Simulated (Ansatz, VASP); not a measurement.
**Cu: VASP beside Ansatz**

The input INCAR:

```
  ALGO = Normal
  EDIFF = 1E-6
  ENCUT = 520
  GGA = PS
  ISIF = 2
  ISMEAR = -1
  LASPH = T
  LCHARG = F
  LREAL = F
  LWAVE = F
  NBANDS = 18
  NELM = 80
  PREC = Accurate
  SIGMA = 0.15
```

Contents of KPOINTS:

```
k-points
0
Gamma
  10 10 6
```

File POSCAR:

```
Cu
1.0
    2.4646341058      0.0000000000      0.0000000000
   -1.2323170480      2.1344357448      0.0000000000
    0.0000000000      0.0000000000      3.9998406016
Cu
2
Direct
    0.3333333333      0.6666666667      0.2500000000
    0.6666666667      0.3333333333      0.7500000000
```

Input for Ansatz:

```yaml
crystal:
  lattice:
    - [2.4646341058004113, 0.0, 0.0]
    - [-1.2323170480372616, 2.134435744842286, 0.0]
    - [0.0, 0.0, 3.999840601631707]
  atoms:
    - { symbol: Cu, position: [0.3333333333333333, 0.6666666666666666, 0.25] }
    - { symbol: Cu, position: [0.6666666666666666, 0.3333333333333333, 0.75] }
basis:
  ecutwfc: 470.0
kpoints:
  mp_grid:
    grid: [10, 10, 6]
hamiltonian:
  xc: pbesol
scf:
  occupations:
    method: fermi_dirac
    width: 0.15
output:
  stress: true
```

This isn't the form of Cu at room conditions, which is fcc.

Alike in both runs: task single point; functional PBEsol; k mesh 10 × 10 × 6; occupations fermi-dirac, width 0.15 eV; no spin polarisation.

|  | VASP | Ansatz |
| --- | --- | --- |
| version | VASP 6.6.1 | Ansatz 0.2.0 |
| potentials or method | VASP PAW PBE potentials, release 64 (Cu) | plane waves, PAW |
| plane-wave cutoff (eV) | 520 | 470 |
| valence electrons in the cell | 22 | 38 |

|  | VASP | Ansatz | Ansatz less VASP |
| --- | --- | --- | --- |
| pressure (GPa) | 15.7 | 15.0 | -0.71 |
| largest component of the traceless stress (GPa) | 1.04 | 1.12 | +0.075 |

The two sets of potentials don't hold the same shells in valence.

Caveats: so large a pressure means that the cell lies far from this level's equilibrium, or that cutoff or potentials fall short (VASP); the potentials were made for another functional, which shifts forces and pressure (VASP).
